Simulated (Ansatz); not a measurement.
**Relaxing Co₂Si**

All numbers below come from DFT PBE, scalar-relativistic, plane waves, PAW (Ansatz 0.2.0). Cutoff 420 eV, Γ-centred k mesh, Gaussian smearing, collinear spin, first started from parallel moments.

Co₂Si was placed on the sites of a reported VSi2 cell (P6_422, No. 181), with Si in place of V, Co in place of Si, at a guessed volume.

```
CELL_PARAMETERS angstrom
4.27990 0.00000 0.00000
-2.13995 3.70650 0.00000
0.00000 0.00000 5.96636
ATOMIC_POSITIONS crystal
Co 0.16260 0.32520 0.00000
Co 0.83740 0.16260 0.66667
Co 0.67480 0.83740 0.33333
Co 0.83740 0.67480 0.00000
Co 0.16260 0.83740 0.66667
Co 0.32520 0.16260 0.33333
Si 0.50000 0.00000 0.00000
Si 0.50000 0.50000 0.66667
Si 0.00000 0.50000 0.33333
```

Steps on the 6×6×4 mesh (9 atoms). 5 of 5 steps are shown, and the free energy counts from the last. Trial steps that were taken back and renewals of the plane-wave basis can be among the rows.

```csv
step,ΔF (meV/atom),V (Å³/atom),P (GPa),largest force component (eV/Å)
1,47.4,10.52,10.10,1.107
2,20.1,10.72,4.70,0.731
3,1.3,10.92,0.26,0.159
4,0.4,10.93,0.06,0.009
5,0.0,10.93,0.15,0.010
```

A final relaxation ran on a 12×12×6 mesh. The relaxed crystal, P6_422 (No. 181):

```
Co Si
1.0
     4.29355    0.00000    0.00000
    -2.14677    3.71832    0.00000
     0.00000    0.00000    6.16288
Co Si
6 3
Direct
  0.17383 0.34767 0.00000
  0.82617 0.17383 0.66667
  0.65233 0.82617 0.33333
  0.82617 0.65233 0.00000
  0.17383 0.82617 0.66667
  0.34767 0.17383 0.33333
  0.50000 0.00000 0.00000
  0.50000 0.50000 0.66667
  0.00000 0.50000 0.33333
```

```yaml
Volume_per_atom: 10.93 Å³
Density: 7.39 g/cm³
Energy_over_the_elements: -0.26 eV/atom
Gap_on_the_12×12×6_mesh: 0 eV (a metal)
Net_moment_per_atom: 0.60 μB
Largest_site_moment: 0.96 μB
```

The zero of energy is the elements' standard structures at the same level; no fitted shifts are applied.

The final run used a 12×12×6 mesh on its 9-atom cell and 0.10 eV smearing. The k mesh leaves about 4 meV/atom of noise in metals.

A structure relaxed within its symmetry needn't be a true minimum.

Cost: 3 runs of about 8.9 core-minutes in all, on Arm Neoverse V2 (shared hosts).